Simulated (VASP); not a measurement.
# MnS (Fm-3m) in VASP: further runs

Runs on MnS. Level: PBE+U. Tasks: relaxation of cell and atoms.

All numbers are computed with VASP 6.6.1; they aren't measurements. Logs are shortened: lines on timing, memory, paths and dates and some standing lists are left out, and cuts for length are marked.

### Step 1. Starting point

Symmetry: Fm-3m, No. 225, cubic system. The conventional cell has a = 4.883 Å, b = 4.883 Å, c = 4.883 Å, α = 90.00°, β = 90.00°, γ = 90.00°. Mn (site symmetry m-3m) is surrounded by 6 S at 2.44 Å. S (site symmetry m-3m) has 6 Mn at 2.44 Å as nearest neighbours.

### Step 2. Relaxation of cell and atoms, PBE+U, collinear spin, ferromagnetic start, target pressure 20 GPa, at which the enthalpy is minimised

INCAR reads:

```
  PREC = Accurate
  ENCUT = 520
  EDIFF = 1E-7
  ISMEAR = 0
  SIGMA = 0.1
  LREAL = False
  LASPH = True
  NELM = 150
  ALGO = Normal
  ISIF = 3
  LWAVE = False
  LCHARG = False
  ISPIN = 2
  MAGMOM = 5 0
  LORBIT = 11
  LMAXMIX = 4
  LDAU = True
  LDAUTYPE = 2
  LDAUL = 2 -1
  LDAUU = 1.9 0
  LDAUJ = 0 0
  LDAUPRINT = 1
  GGA = PE
  IBRION = 2
  NSW = 80
  EDIFFG = -0.002
  PSTRESS = 200.0
```

KPOINTS reads:

```
Automatic mesh
0
Gamma
  14 14 14
```

POSCAR reads:

```
MnS                                     
1.0
    0.0000000000      2.4413964148      2.4413964148
    2.4413964148      0.0000000000      2.4413964148
    2.4413964148      2.4413964148      0.0000000000
  Mn              S             
     1     1
Direct
     0.0000000000000000    0.0000000000000000    0.0000000000000000
     0.5000000000000000    0.5000000000000000    0.5000000000000000
```

Potentials or basis: VASP PAW PBE potentials, release 64 (Mn_pv, S).

Command:

```console
> cat potpaw_PBE.64/Mn_pv/POTCAR potpaw_PBE.64/S/POTCAR > POTCAR
> mpirun -np 1 vasp_std > vasp.out
```

OUTCAR:

```text
PREC = Accurate
   ENCUT = 520
   EDIFF = 1E-7
   ISMEAR = 0
   LREAL = False
   LASPH = True
   NELM = 150
   ISIF = 3
   ISPIN = 2
   LORBIT = 11
   GGA = PE
   IBRION = 2
   NSW = 80
   EDIFFG = -0.002
   PSTRESS = 200.0

 ion  position               nearest neighbor table
   1  0.000  0.000  0.000-   2 2.44   2 2.44   2 2.44   2 2.44   2 2.44   2 2.44
   2  0.500  0.500  0.500-   1 2.44   1 2.44   1 2.44   1 2.44   1 2.44   1 2.44

  LATTYP: Found a face centered cubic cell.
 ALAT       =     4.8827928296

  Lattice vectors:

 A1 = (   0.0000000000,   2.4413964148,   2.4413964148)
 A2 = (   2.4413964148,   0.0000000000,   2.4413964148)
 A3 = (   2.4413964148,   2.4413964148,   0.0000000000)

Analysis of symmetry for initial positions (statically):
=====================================================================
 Subroutine PRICEL returns:
 Original cell was already a primitive cell.

 Routine SETGRP: Setting up the symmetry group for a
 face centered cubic supercell.

 Subroutine GETGRP returns: Found 48 space group operations
 (whereof 48 operations were pure point group operations)
 out of a pool of 48 trial point group operations.

The static configuration has the point symmetry O_h .

Analysis of symmetry for dynamics (positions and initial velocities):
=====================================================================
 Subroutine PRICEL returns:
 Original cell was already a primitive cell.

 Routine SETGRP: Setting up the symmetry group for a
 face centered cubic supercell.

 Subroutine GETGRP returns: Found 48 space group operations
 (whereof 48 operations were pure point group operations)
 out of a pool of 48 trial point group operations.

The dynamic configuration has the point symmetry O_h .

Analysis of structural, dynamic, and magnetic symmetry:
=====================================================================
 Subroutine PRICEL returns:
 Original cell was already a primitive cell.

 Routine SETGRP: Setting up the symmetry group for a
[... 175 lines left out ...]
  o =  0.1253  v =  0.0000  0.0000  0.0000  0.0000  0.0000  0.0000 -0.0000  0.1403 -0.0000  0.9901      0.0000  0.0000  0.0000  0.0000  0.0000  0.0000  0.0000  0.0000  0.0000  0.0000
  o =  0.1253  v =  0.0000  0.0000  0.0000  0.0000  0.0000  0.0000 -0.0000 -0.9901  0.0000  0.1403      0.0000  0.0000  0.0000  0.0000  0.0000  0.0000  0.0000  0.0000  0.0000  0.0000
  o =  0.9053  v =  0.0000 -0.0000 -0.9959 -0.0000  0.0909  0.0000  0.0000  0.0000  0.0000  0.0000      0.0000  0.0000  0.0000  0.0000  0.0000  0.0000  0.0000  0.0000  0.0000  0.0000
  o =  0.9053  v =  0.0000  0.0000  0.0909 -0.0000  0.9959  0.0000  0.0000  0.0000  0.0000  0.0000      0.0000  0.0000  0.0000  0.0000  0.0000  0.0000  0.0000  0.0000  0.0000  0.0000
  o =  0.9186  v =  1.0000  0.0000  0.0000  0.0000  0.0000  0.0000  0.0000  0.0000  0.0000  0.0000      0.0000  0.0000  0.0000  0.0000  0.0000  0.0000  0.0000  0.0000  0.0000  0.0000
  o =  0.9186  v =  0.0000 -0.0152 -0.0000  0.9999  0.0000  0.0000  0.0000  0.0000  0.0000  0.0000      0.0000  0.0000  0.0000  0.0000  0.0000  0.0000  0.0000  0.0000  0.0000  0.0000
  o =  0.9186  v =  0.0000  0.9999 -0.0000  0.0152 -0.0000  0.0000  0.0000  0.0000  0.0000  0.0000      0.0000  0.0000  0.0000  0.0000  0.0000  0.0000  0.0000  0.0000  0.0000  0.0000

 number of electron      19.0000001 magnetization       4.5608321

 Free energy of the ion-electron system (eV)
  ---------------------------------------------------
  ext. energy  EPLUGINS =         0.00000000
  ---------------------------------------------------
  free energy    TOTEN  =       -13.06202537 eV

  energy without entropy =      -13.05774839  energy(sigma->0) =      -13.05988688

 E-fermi :   9.1791     XC(G=0): -11.6158

 val. band max:        9.1690208779   @ k =  -0.3571   0.4286   0.0714
 cond. band min:       9.2115616669   @ k =  -0.2143   0.2857   0.0714
 fundamental gap:      0.0425407889
 Fermi energy:         9.1790917339

 spin component 1

 k-point     1 :       0.0000    0.0000    0.0000
  band No.  band energies     occupation
      1     -41.6691      1.00000
      2     -41.6691      1.00000
      3     -41.6691      1.00000
      4      -6.9477      1.00000
      5       4.6312      1.00000
      6       4.6312      1.00000
[... 895 lines left out ...]
      5       3.8262      1.00000
      6       5.5627      1.00000
[... 8 lines left out ...]
     15      17.6707      0.00000
     16      18.5869      0.00000

 [... further k-points ...]

------------------------ aborting loop because EDIFF is reached ----------------------------------------

  FORCE on cell =-STRESS in cart. coord.  units (eV):
  Direction    XX          YY          ZZ          XY          YZ          ZX
  --------------------------------------------------------------------------------------
  -------------------------------------------------------------------------------------
  Total        3.6318947      3.6318947      3.6318947     -0.0000000     -0.0000000     -0.0000000
  in kB      199.9396506    199.9396506    199.9396506     -0.0000000     -0.0000000     -0.0000000
  external PRESSURE =      -0.0603494 kB  Pullay stress =     200.0000000 kB

 VOLUME and BASIS-vectors are now :
 -----------------------------------------------------------------------------
  energy-cutoff  :      520.00
  volume of cell :       29.10
      direct lattice vectors                 reciprocal lattice vectors
     0.000000000  2.441396415  2.441396415    -0.204800825  0.204800825  0.204800825
     2.441396415  0.000000000  2.441396415     0.204800825 -0.204800825  0.204800825
     2.441396415  2.441396415  0.000000000     0.204800825  0.204800825 -0.204800825

 POSITION                                       TOTAL-FORCE (eV/Angst)
 -----------------------------------------------------------------------------------
      0.00000      0.00000      0.00000        -0.000000      0.000000     -0.000000
      2.44140      2.44140      2.44140         0.000000     -0.000000      0.000000
 -----------------------------------------------------------------------------------
    total drift:                               -0.000000      0.000000      0.000000

  FREE ENERGIE OF THE ION-ELECTRON SYSTEM (eV)
  ---------------------------------------------------
  free  energy   TOTEN  =       -13.0620253668 eV

  energy  without entropy=      -13.0577483915  energy(sigma->0) =      -13.05988688

  enthalpy is  TOTEN    =        -9.4290344139 eV   P V=        3.6329909529

 reached required accuracy - stopping structural energy minimisation

 total charge

# of ion       s       p       d       tot
------------------------------------------
    1        0.257   6.242   5.005  11.504
    2        1.328   2.489   0.000   3.817
--------------------------------------------------
tot          1.585   8.731   5.005  15.320

 magnetization (x)

# of ion       s       p       d       tot
------------------------------------------
    1        0.055   0.052   4.096   4.204
    2        0.028   0.059   0.000   0.087
--------------------------------------------------
tot          0.083   0.111   4.096   4.291
```

CONTCAR:

```text
MnS
   1.00000000000000
     0.0000000000000000    2.4413964147999998    2.4413964147999998
     2.4413964147999998    0.0000000000000000    2.4413964147999998
     2.4413964147999998    2.4413964147999998    0.0000000000000000
  Mn              S
     1     1
Direct
     0.0000000000000000    0.0000000000000000    0.0000000000000000
     0.5000000000000000    0.5000000000000000    0.5000000000000000

  0.00000000E+00  0.00000000E+00  0.00000000E+00
  0.00000000E+00  0.00000000E+00  0.00000000E+00
```

Run time: 1.9 min. Hardware: 1 thread of Intel Xeon Platinum 8259CL at 2.50GHz (Skylake/Cascade Lake), shared host; peak memory 0.22 GiB.

What came out:

```
Free energy                                           : -13.0620 eV
Pressure after relaxing                               : 20.0 GPa
Band gap on the k mesh                                : none (metal or under the smearing width)
Net moment                                            : 4.56 μB per cell
Site moments                                          : Mn +4.20; S +0.09 μB
Valence electrons inside the program's atomic spheres : Mn 11.50; S 3.82
```

Final structure:
```
CELL_PARAMETERS angstrom
0.00000 2.44140 2.44140
2.44140 0.00000 2.44140
2.44140 2.44140 0.00000
ATOMIC_POSITIONS crystal
Mn 0.00000 0.00000 0.00000
S 0.50000 0.50000 0.50000
```

Eigenvalues of the final occupation matrices:
```csv
site,spin,trace,eigenvalues
site 1 d,1,4.57,0.91 0.91 0.92 0.92 0.92
site 1 d,2,0.46,0.07 0.07 0.07 0.13 0.13
```

Caveat: the relaxation stopped at its first step, so nothing moved; the cell is relaxed towards a set pressure, so the enthalpy falls and the energy may rise; a cell with one magnetic atom can't hold antiferromagnetic order, which such compounds often take. The state reached can hang on the start; a lower one may exist.

(Part 1 of 2 ends here.)
